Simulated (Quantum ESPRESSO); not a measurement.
# WS2 (R3m) in Quantum ESPRESSO: notebook

The runs below take WS2 through single point, with PBEsol+U.

All numbers are computed with Quantum ESPRESSO 7.5; they aren't measurements. Logs are shortened: lines on timing, memory, paths and dates and some standing lists are left out, and cuts for length are marked.

### 1 The crystal as given

It takes space group R3m (No. 160, trigonal). Conventional cell: a = 3.158 Å, b = 3.158 Å, c = 18.490 Å, α = 90.00°, β = 90.00°, γ = 120.00°. W (site symmetry 3m) is surrounded by 6 S at 2.39 to 2.42 Å. S (site symmetry 3m) has 3 W at 2.39 Å as nearest neighbours. S (site symmetry 3m) is surrounded by 3 W at 2.42 Å.

Measurements of this composition are mostly on another form, of space group No. 194.

### 2 Single point, PBEsol+U, collinear spin, ferromagnetic start

File pw.in:

```
&CONTROL
  calculation = 'scf'
  prefix = 'pwscf'
  outdir = './tmp'
  pseudo_dir = './pseudo'
  tprnfor = .true.
  tstress = .true.
  disk_io = 'nowf'
/
&SYSTEM
  ibrav = 0
  nat = 3
  ntyp = 2
  ecutwfc = 56
  ecutrho = 448
  nbnd = 23
  occupations = 'smearing'
  smearing = 'gaussian'
  degauss = 0.00367493
  nspin = 2
  starting_magnetization(1) = 0.1429
  starting_magnetization(2) = 0
/
&ELECTRONS
  conv_thr = 1.2d-07
  electron_maxstep = 100
  mixing_beta = 0.7
  mixing_ndim = 20
/
ATOMIC_SPECIES
W    183.8400 w_pbesol_v1.2.uspp.F.UPF
S     32.0600 s_pbesol_v1.4.uspp.F.UPF
CELL_PARAMETERS angstrom
   1.5790001700    0.9116361700    6.1633291500
  -1.5790001700    0.9116361700    6.1633291500
   0.0000000000   -1.8232723400    6.1633291500
ATOMIC_POSITIONS crystal
W      0.0000000000    0.0000000000    0.0000000000
S      0.7503000000    0.7503000000    0.7503000000
S      0.5810000000    0.5810000000    0.5810000000
K_POINTS automatic
7 7 7 0 0 0
HUBBARD {ortho-atomic}
U W-5d 1.0
```

Potentials or basis: GBRV 1.5 PBEsol.

Launch:

```sh
> OMP_NUM_THREADS=1 mpirun -n 2 pw.x -nk 2 -in pw.in > pw.out
```

pw.out:

```text
This program is part of the open-source Quantum ESPRESSO suite
     for quantum simulation of materials; please cite
[... 13 lines left out ...]
     --------------------
     sticks:   dense  smooth     PW     G-vecs:    dense   smooth      PW
     Sum        2491    1251    407                57493    20353    3733

     Using Slab Decomposition

     bravais-lattice index     =            0
     lattice parameter (alat)  =      12.1459  a.u.
     unit-cell volume          =     359.2253 (a.u.)^3
     number of atoms/cell      =            3
     number of atomic types    =            2
     number of electrons       =        26.00
     number of Kohn-Sham states=           23
     kinetic-energy cutoff     =      56.0000  Ry
     charge density cutoff     =     448.0000  Ry
     scf convergence threshold =      1.2E-07
     mixing beta               =       0.7000
     number of iterations used =           20  plain     mixing
     Exchange-correlation= SLA  PW   PSX  PSC
                           (   1   4  10   8   0   0   0)
     Hubbard projectors: ortho-atomic
     Hubbard parameters of DFT+U (Dudarev formulation) in eV:
     U(W-5d) =  1.0000

     Internal variables: lda_plus_u =T, lda_plus_u_kind = 0

     Internal variables: orbital_resolved =F, hub_pot_fix =F, apply_U = F

     celldm(1)=  12.145949  celldm(2)=   0.000000  celldm(3)=   0.000000
     celldm(4)=   0.000000  celldm(5)=   0.000000  celldm(6)=   0.000000

     crystal axes: (cart. coord. in units of alat)
               a(1) = (   0.245669   0.141837   0.958921 )
               a(2) = (  -0.245669   0.141837   0.958921 )
               a(3) = (   0.000000  -0.283674   0.958921 )

     reciprocal axes: (cart. coord. in units 2 pi/alat)
               b(1) = (  2.035262  1.175059  0.347613 )
               b(2) = ( -2.035262  1.175059  0.347613 )
               b(3) = (  0.000000 -2.350119  0.347613 )

     PseudoPot. # 1 for W  read from file:
     w_pbesol_v1.2.uspp.F.UPF
     Pseudo is Ultrasoft + core correction, Zval = 14.0
     Generated by new atomic code, or converted to UPF format
     Using radial grid of  923 points,  8 beta functions with:
                l(1) =   0
                l(2) =   0
                l(3) =   0
                l(4) =   1
                l(5) =   1
                l(6) =   2
                l(7) =   2
                l(8) =   3
     Q(r) pseudized with  6 coefficients,  rinner =    1.350   1.350   1.350
                                                       1.350   1.350   1.350
                                                       1.350

     PseudoPot. # 2 for S  read from file:
     s_pbesol_v1.4.uspp.F.UPF
     Pseudo is Ultrasoft + core correction, Zval =  6.0
     Generated by new atomic code, or converted to UPF format
     Using radial grid of  907 points,  6 beta functions with:
                l(1) =   0
                l(2) =   0
                l(3) =   1
                l(4) =   1
                l(5) =   2
                l(6) =   2
     Q(r) pseudized with  8 coefficients,  rinner =    1.300   1.300   1.300
                                                       1.300   1.300

     atomic species   valence    mass     pseudopotential
     W                14.00   183.84000     W ( 1.00)
     S                 6.00    32.06000     S ( 1.00)

     Starting magnetic structure
     atomic species   magnetization
     W               0.143
     S               0.000

      6 Sym. Ops. (no inversion) found

   Cartesian axes

     site n.     atom                  positions (alat units)
         1        W      tau(   1) = (   0.0000000   0.0000000   0.0000000  )
         2        S      tau(   2) = (  -0.0000000   0.0000000   2.1584350  )
         3        S      tau(   3) = (  -0.0000000   0.0000000   1.6713991  )

     number of k points=    44  Gaussian smearing, width (Ry)=  0.0037
                       cart. coord. in units 2pi/alat
        k(    1) = (   0.0000000   0.0000000   0.0000000), wk =   0.0029155
        k(    2) = (   0.0000000  -0.3357312   0.0496590), wk =   0.0174927
        k(    3) = (   0.0000000  -0.6714625   0.0993180), wk =   0.0174927
        k(    4) = (   0.0000000  -1.0071937   0.1489770), wk =   0.0174927
        k(    5) = (  -0.2907518  -0.1678656   0.0993180), wk =   0.0174927
        k(    6) = (  -0.2907518  -0.5035968   0.1489770), wk =   0.0349854
[... 36 lines left out ...]
        k(   43) = (  -0.0000000   0.0000000   0.4469310), wk =   0.0058309
        k(   44) = (  -0.0000000   2.0143874   0.1489770), wk =   0.0174927

     Dense  grid:    57493 G-vectors     FFT dimensions: (  81,  81,  81)

     Smooth grid:    20353 G-vectors     FFT dimensions: (  60,  60,  60)

     Generating pointlists ...
     new r_m :   0.1534 (alat units)  1.8636 (a.u.) for type    1
     new r_m :   0.1534 (alat units)  1.8636 (a.u.) for type    2

     Initial potential from superposition of free atoms

     starting charge      25.8996, renormalised to      26.0000

     negative rho (up, down):  3.582E-02 2.679E-02

     STARTING HUBBARD OCCUPATIONS:

     =================== HUBBARD OCCUPATIONS ===================
     ------------------------ ATOM    1 ------------------------
     Tr[ns(  1)] (up, down, total) =   3.90000  0.00000  3.90000
     Atomic magnetic moment for atom   1 =   3.90000
     SPIN  1
     eigenvalues:
       0.780  0.780  0.780  0.780  0.780
     eigenvectors (columns):
       1.000  0.000  0.000  0.000  0.000
       0.000  1.000  0.000  0.000  0.000
       0.000  0.000  1.000  0.000  0.000
       0.000  0.000  0.000  1.000  0.000
       0.000  0.000  0.000  0.000  1.000
     occupation matrix ns (before diag.):
       0.780  0.000  0.000  0.000  0.000
       0.000  0.780  0.000  0.000  0.000
       0.000  0.000  0.780  0.000  0.000
       0.000  0.000  0.000  0.780  0.000
       0.000  0.000  0.000  0.000  0.780
     SPIN  2
     eigenvalues:
       0.000  0.000  0.000  0.000  0.000
     eigenvectors (columns):
       1.000  0.000  0.000  0.000  0.000
       0.000  1.000  0.000  0.000  0.000
       0.000  0.000  1.000  0.000  0.000
       0.000  0.000  0.000  1.000  0.000
       0.000  0.000  0.000  0.000  1.000
     occupation matrix ns (before diag.):
       0.000  0.000  0.000  0.000  0.000
       0.000  0.000  0.000  0.000  0.000
       0.000  0.000  0.000  0.000  0.000
       0.000  0.000  0.000  0.000  0.000
       0.000  0.000  0.000  0.000  0.000

     Number of occupied Hubbard levels =    3.9000

     Atomic wfc used for Hubbard projectors are orthogonalized

     Starting wfcs are   21 randomized atomic wfcs +    2 random wfcs

     Self-consistent Calculation

     iteration #  1     ecut=    56.00 Ry     beta= 0.70
     Davidson diagonalization with overlap
     ethr =  1.00E-02,  avg # of iterations =  5.7

     =================== HUBBARD OCCUPATIONS ===================
     ------------------------ ATOM    1 ------------------------
     Tr[ns(  1)] (up, down, total) =   2.50472  2.13313  4.63786
     Atomic magnetic moment for atom   1 =   0.37159
     SPIN  1
     eigenvalues:
       0.469  0.469  0.506  0.506  0.554
     eigenvectors (columns):
      -0.000 -0.000 -0.000  0.000  1.000
       0.956  0.294  0.004 -0.007  0.000
      -0.294  0.956  0.007  0.004  0.000
       0.002 -0.007  0.878  0.479  0.000
      -0.007 -0.002  0.479 -0.878  0.000
     occupation matrix ns (before diag.):
       0.554  0.000  0.000  0.000  0.000
       0.000  0.469  0.000 -0.000  0.000
       0.000  0.000  0.469  0.000  0.000
       0.000 -0.000  0.000  0.506 -0.000
       0.000  0.000  0.000 -0.000  0.506
     SPIN  2
     eigenvalues:
       0.380  0.380  0.439  0.439  0.495
     eigenvectors (columns):
      -0.000  0.000  0.000  0.000  1.000
       0.958 -0.287  0.008  0.014  0.000
      -0.287 -0.958  0.014 -0.008  0.000
      -0.005 -0.015 -0.871  0.490  0.000
       0.015 -0.005 -0.490 -0.871  0.000
     occupation matrix ns (before diag.):
       0.495  0.000  0.000  0.000  0.000
       0.000  0.380  0.000 -0.000 -0.001
       0.000  0.000  0.380 -0.001  0.000
       0.000 -0.000 -0.001  0.439 -0.000
       0.000 -0.001  0.000 -0.000  0.439

     Number of occupied Hubbard levels =    4.6379

     Threshold (ethr) on eigenvalues was too large:
     Diagonalizing with lowered threshold

     Davidson diagonalization with overlap
     ethr =  4.56E-04,  avg # of iterations =  2.6

     negative rho (up, down):  3.470E-02 3.071E-02
[... 91 lines left out ...]
     iteration #  9     ecut=    56.00 Ry     beta= 0.70
     Davidson diagonalization with overlap
     ethr =  8.58E-10,  avg # of iterations =  3.6

     negative rho (up, down):  3.370E-02 3.370E-02

     Magnetic moment per site  (integrated on atomic sphere of radius R)
     atom   1 (R=0.153)  charge= 10.3562  magn=  0.0001
     atom   2 (R=0.153)  charge=  4.1309  magn= -0.0001
     atom   3 (R=0.153)  charge=  4.1055  magn= -0.0001

     End of self-consistent calculation

     =================== HUBBARD OCCUPATIONS ===================
     ------------------------ ATOM    1 ------------------------
     Tr[ns(  1)] (up, down, total) =   2.43028  2.43009  4.86037
     Atomic magnetic moment for atom   1 =   0.00019
     SPIN  1
     eigenvalues:
       0.452  0.452  0.490  0.490  0.546
     eigenvectors (columns):
      -0.000  0.000  0.000  0.000  1.000
       0.959 -0.283  0.012  0.022  0.000
      -0.283 -0.959  0.022 -0.012  0.000
      -0.007 -0.024 -0.878  0.478  0.000
       0.024 -0.007 -0.478 -0.878  0.000
     occupation matrix ns (before diag.):
       0.546  0.000  0.000  0.000  0.000
       0.000  0.452  0.000 -0.000 -0.001
       0.000  0.000  0.452 -0.001  0.000
       0.000 -0.000 -0.001  0.490 -0.000
       0.000 -0.001  0.000 -0.000  0.490
     SPIN  2
     eigenvalues:
       0.452  0.452  0.490  0.490  0.546
     eigenvectors (columns):
      -0.000  0.000  0.000  0.000  1.000
       0.959 -0.283  0.012  0.022  0.000
      -0.283 -0.959  0.022 -0.012  0.000
      -0.007 -0.024 -0.878  0.478  0.000
       0.024 -0.007 -0.478 -0.878  0.000
     occupation matrix ns (before diag.):
       0.546  0.000  0.000  0.000  0.000
       0.000  0.452  0.000 -0.000 -0.001
       0.000  0.000  0.452 -0.001  0.000
       0.000 -0.000 -0.001  0.490 -0.000
       0.000 -0.001  0.000 -0.000  0.490

     Number of occupied Hubbard levels =    4.8604

 ------ SPIN UP ------------

          k = 0.0000 0.0000 0.0000 (  2547 PWs)   bands (ev):

   -62.9519 -27.2156 -27.0379 -27.0379  -3.9936  -1.9743   3.9616   8.1263
     8.1263   9.4087   9.4087  10.1138  10.4208  13.8776  13.8776  14.2254
    14.2254  16.2897  19.3498  20.0332  21.5311  21.5311  23.4597

          k = 0.0000-0.3357 0.0497 (  2531 PWs)   bands (ev):
[... 253 lines left out ...]
   -62.9483 -27.2029 -27.1082 -27.0542  -3.4282  -2.2615   5.3883   7.2863
     7.3809   8.4325   8.9624   9.3674  11.0295  13.7669  13.7787  13.9622
    14.5914  17.8918  20.0361  20.7685  21.4746  22.2149  22.6512

 ------ SPIN DOWN ----------

          k = 0.0000 0.0000 0.0000 (  2547 PWs)   bands (ev):

   -62.9519 -27.2154 -27.0379 -27.0379  -3.9939  -1.9746   3.9617   8.1262
     8.1262   9.4087   9.4087  10.1138  10.4211  13.8776  13.8776  14.2252
    14.2252  16.2896  19.3500  20.0333  21.5310  21.5311  23.4597

          k = 0.0000-0.3357 0.0497 (  2531 PWs)   bands (ev):
[... 253 lines left out ...]
   -62.9483 -27.2027 -27.1081 -27.0542  -3.4285  -2.2618   5.3883   7.2862
     7.3809   8.4324   8.9624   9.3674  11.0298  13.7670  13.7786  13.9621
    14.5914  17.8916  20.0362  20.7685  21.4747  22.2149  22.6512

     the Fermi energy is    11.8654 ev

!    total energy              =    -207.17458645 Ry
     estimated scf accuracy    <       0.00000001 Ry
     smearing contrib. (-TS)   =      -0.00000000 Ry
     internal energy E=F+TS    =    -207.17458645 Ry

     The total energy is F=E-TS. E is the sum of the following terms:
     one-electron contribution =     -80.56366448 Ry
     hartree contribution      =      51.06590709 Ry
     xc contribution           =     -57.84190758 Ry
     ewald contribution        =    -119.92628466 Ry
     Hubbard energy            =       0.09136318 Ry

     total magnetization       =     0.00 Bohr mag/cell
     absolute magnetization    =     0.00 Bohr mag/cell

     convergence has been achieved in   9 iterations

     negative rho (up, down):  3.370E-02 3.370E-02

     Forces acting on atoms (cartesian axes, Ry/au):

     atom    1 type  1   force =    -0.00000000    0.00000000   -0.02340030
     atom    2 type  2   force =     0.00000000    0.00000000    0.01040288
     atom    3 type  2   force =     0.00000000    0.00000000    0.01299742

     Total force =     0.028718     Total SCF correction =     0.000606

     Computing stress (Cartesian axis) and pressure

     negative rho (up, down):  3.370E-02 3.370E-02
          total   stress  (Ry/bohr**3)                   (kbar)     P=       -3.46
  -0.00004715   0.00000000  -0.00000000           -6.94        0.00       -0.00
   0.00000000  -0.00004715   0.00000000            0.00       -6.94        0.00
   0.00000000   0.00000000   0.00002378            0.00        0.00        3.50

=------------------------------------------------------------------------------=
   JOB DONE.
=------------------------------------------------------------------------------=
```

Run time: 93 s. Hardware: 2 MPI ranks of Intel Xeon 6975P-C (Granite Rapids), shared host; peak memory 0.72 GiB.

What came out:

* Free energy: -2818.7538 eV
* Pressure: -0.3 GPa
* Largest force: 0.602 eV/Å
* Band gap on the k mesh: 1.12 eV, indirect (least direct gap 2.35 eV)
* Net moment: 0.00 μB per cell
* Absolute moment: 0.00 μB per cell
* Valence electrons inside the program's atomic spheres: W 10.36; S 4.13, 4.11

Forces in eV/Å, atoms in the order of the input:
```
W    0.000  0.000 -0.602
S    0.000  0.000  0.267
S    0.000  0.000  0.334
```

Stress tensor (GPa, compression positive):
```
-0.69  0.00  0.00
 0.00 -0.69  0.00
 0.00  0.00  0.35
```

Eigenvalues of the final occupation matrices:
| site | spin | trace | eigenvalues |
| --- | --- | --- | --- |
| W 1 5d | 1 | 2.43 | 0.45 0.45 0.49 0.49 0.55 |
| W 1 5d | 2 | 2.43 | 0.45 0.45 0.49 0.49 0.55 |

Caveat: spin-orbit coupling is left out, which moves the levels of the heavy elements; an odd mesh through Γ misses points on the zone boundary, where band edges often lie.

(Continued in part 2 of 3.)
